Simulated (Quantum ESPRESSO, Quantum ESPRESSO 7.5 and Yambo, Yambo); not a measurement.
# CaO (Lime): one start, several treatments of the self-energy

Aim: compare treatments of exchange, screening and correlation for the gap of CaO (Lime).

Main program and level: Quantum ESPRESSO 7.5 and Yambo 5.3.0; PBE and many-body steps on it, plane waves.

Most raw output is cut from this account.

## 1. The starting structure

The structure is cubic, space group Fm-3m (No. 225). The conventional cell has a = 4.813 Å, b = 4.813 Å, c = 4.813 Å, α = 90.00°, β = 90.00°, γ = 90.00°. Ca has 6 O at 2.41 Å nearest. Nearest to O lie 6 Ca at 2.41 Å. Farther neighbours and most contacts between anions are not listed.

The cell and positions come from the Crystallography Open Database and are kept as given unless a step says otherwise.

## 2. Empty states on the mesh, 6×6×6 mesh, 336 bands

This step: Quantum ESPRESSO 7.5; DFT, PBE, plane waves, norm-conserving pseudopotentials.

The sums over transitions need many empty states on a uniform mesh; this step solves for them.

File pw.in:

```
&control
  calculation = 'nscf'
  prefix = 'x'
  outdir = 'o'
  pseudo_dir = 'pseudo'
/
&system
  ibrav = 0
  nat = 2
  ntyp = 2
  ecutwfc = 72.0
  nbnd = 336
  force_symmorphic = .true.
/
&electrons
  conv_thr = 1e-9
  electron_maxstep = 80
  diago_full_acc = .true.
  diago_thr_init = 5e-6
/
ATOMIC_SPECIES
  Ca 40.078 Ca.upf
  O 15.999 O.upf
CELL_PARAMETERS angstrom
  -0.0000000000 2.4065000000 2.4065000000
  2.4065000000 -0.0000000000 2.4065000000
  2.4065000000 2.4065000000 -0.0000000000
ATOMIC_POSITIONS crystal
  Ca 0.0000000000 0.0000000000 0.0000000000
  O 0.5000000000 0.5000000000 0.5000000000
K_POINTS automatic
  6 6 6 0 0 0
```

Launch:

```console
$ OMP_NUM_THREADS=1 mpirun -n 4 pw.x -nk 4 -in pw.in > pw.out
```

Wall time 37 s (4 MPI ranks of Arm Neoverse V2, shared host); peak memory 0.46 GiB.

Numbers from this step:

```yaml
gap: 3.662 eV
k_of_the_valence_top: 0, 0, 0
k_of_the_conduction_bottom: 0, -0.5, -0.5
least_direct_gap: 4.037 eV
k_points_computed: 16
lowest_point_of_the_top_converged_band_above_the_valence_top: 284.5428 eV
```

On this mesh the gap is 3.662 eV.

The density comes from a self-consistent run that is not shown.

## 3. Conversion and set-up

This step: Yambo 5.3.0; conversion and set-up on PBE, plane waves, norm-conserving pseudopotentials.

The states are converted to the many-body program's format and the q mesh is built.

Launch:

```console
$ (cd o/x.save; p2y > p2y.log; mv SAVE ../..); yambo > setup.log
```

The job ended after 2 s (1 MPI rank; peak memory 0.24 GiB).

## 4. G0W0, Godby-Needs plasmon pole

Now the one-shot GW correction: screening in the RPA, then the self-energy of the levels asked for.

This step: G0W0 on PBE, plane waves, norm-conserving pseudopotentials.

File gw2.in:

```
HF_and_locXC
gw0
dyson
ppa
em1d
rim_cut
RandQpts= 1000000
RandGvec= 1 RL
EXXRLvcs= 72 Ry
VXCRLvcs= 288 Ry
Chimod= "HARTREE"
% BndsRnXp
 1 | 142 |
%
NGsBlkXp= 17 Ry
% LongDrXp
 1 | 1 | 1 |
%
% GbndRnge
 1 | 142 |
%
DysSolver= "n"
ExtendOut
PPAPntXp= 27.21138 eV
% QPkrange
 1 | 1 | 7 | 10 |
 13 | 13 | 7 | 10 |
%
```

Launch:

```console
$ OMP_NUM_THREADS=1 mpirun -n 4 yambo -F gw2.in -J gw2 -C gw2 > gw2.log
```

Wall time 4.2 min (4 MPI ranks); peak memory 1.6 GiB; 17 min of CPU time.

Numbers from this step:

```yaml
g0w0_gap_on_the_points_computed: 5.811 eV
starting_gap_on_the_mesh: 3.662 eV
k_of_the_valence_top: 0, 0, 0
k_of_the_conduction_bottom: 0, -0.5, -0.5
least_direct_g0w0_gap_on_the_computed_points: 6.209 eV
z_at_the_valence_top: 0.7799
z_at_the_conduction_bottom: 0.8503
```

The gap on the mesh goes from 3.66 eV to 5.81 eV, a correction of +2.15 eV.

## 5. One-shot COHSEX

This step: one-shot COHSEX on PBE, plane waves, norm-conserving pseudopotentials.

File gw4.in:

```
HF_and_locXC
gw0
dyson
cohsex
em1s
rim_cut
RandQpts= 1000000
RandGvec= 1 RL
EXXRLvcs= 72 Ry
VXCRLvcs= 288 Ry
Chimod= "HARTREE"
% BndsRnXs
 1 | 142 |
%
NGsBlkXs= 17 Ry
% LongDrXs
 1 | 1 | 1 |
%
% GbndRnge
 1 | 142 |
%
DysSolver= "n"
ExtendOut
% QPkrange
 1 | 1 | 7 | 10 |
 13 | 13 | 7 | 10 |
%
```

Launch:

```console
$ OMP_NUM_THREADS=1 mpirun -n 4 yambo -F gw4.in -J gw4 -C gw4 > gw4.log
```

Wall time 2.2 min (4 MPI ranks); peak memory 1.6 GiB.

This step gave:

```yaml
quasiparticle_gap_on_the_points_computed: 7.626 eV
starting_gap_on_the_mesh: 3.662 eV
k_of_the_valence_top: 0, 0, 0
k_of_the_conduction_bottom: 0, -0.5, -0.5
least_direct_quasiparticle_gap_on_the_computed_points: 8.061 eV
z_at_the_valence_top: 1
z_at_the_conduction_bottom: 1
```

Against G0W0 in Yambo (6×6×6 mesh, 142 bands, screening to 231.3 eV, Godby-Needs plasmon pole), the gap moves by +1.815 eV.

## 6. One-shot Hartree-Fock

This step: one-shot Hartree-Fock on PBE, plane waves, norm-conserving pseudopotentials.

File gw5.in:

```
HF_and_locXC
rim_cut
RandQpts= 1000000
RandGvec= 1 RL
EXXRLvcs= 72 Ry
VXCRLvcs= 288 Ry
% QPkrange
 1 | 1 | 7 | 10 |
 13 | 13 | 7 | 10 |
%
```

Launch:

```console
$ OMP_NUM_THREADS=1 mpirun -n 4 yambo -F gw5.in -J gw5 -C gw5 > gw5.log
```

It took 5.3 s on 4 MPI ranks; peak memory 1.3 GiB; 21 s of CPU time.

This step gave:

* quasiparticle gap on the mesh: 14.32 eV
* starting gap on the mesh: 3.662 eV
* k of the valence top: 0, 0, 0
* k of the conduction bottom: 0, 0, 0
* least direct quasiparticle gap on the computed points: 14.32 eV

Against G0W0 in Yambo (6×6×6 mesh, 142 bands, screening to 231.3 eV, Godby-Needs plasmon pole), the gap moves by +8.511 eV.

## 7. Side by side

Times are wall times on 4 MPI ranks of Arm Neoverse V2, shared host, good to a factor of about two.

```tsv
run	mesh	bands	screening cutoff (eV)	DFT gap (eV)	gap on the mesh (eV)	direct (eV)	time
G0W0, Godby-Needs plasmon pole	6×6×6	142	231.3	3.662	5.811	6.209	4.2 min
one-shot COHSEX	6×6×6	142	231.3	3.662	7.626	8.061	2.2 min
one-shot Hartree-Fock	6×6×6	-	-	3.662	14.322	14.322	5.3 s
```

## 8. Outcome

| Quantity | Value |
| --- | --- |
| G0W0, Godby-Needs plasmon pole | 5.811 eV |
| one-shot COHSEX | 7.626 eV |
| one-shot Hartree-Fock | 14.322 eV |
| known limits | not at the basis limit |

One-shot COHSEX: +1.815 eV against G0W0, Godby-Needs plasmon pole. One-shot Hartree-Fock: +8.511 eV against G0W0, Godby-Needs plasmon pole. Bare exchange alone opens the gap to 14.32 eV; against G0W0, correlation takes back 8.51 eV. Static COHSEX lies above G0W0: it lacks the factor Z and overstates the Coulomb hole of the filled states. Bands and cutoff are finite, so the gap is not at the basis limit. The miss can reach some tenths of an eV and take either sign; the mesh is an error of its own.

[Paths, hosts, dates, memory and timing lines, banners, echoed tables and standing remarks are left out of the program output.]

[Logs are printed without paths, hosts, clocks, repeated set-up lines and the standing remarks that a program may print on its own settings, such as how far it seeks lower states.]

[Runs of the session that timed out or met a known fault of the program may be left out.]

[Hosts, paths, dates, database ids (printed as entryN), source tags and the programs' standing remarks are cut or masked in the printed files.]
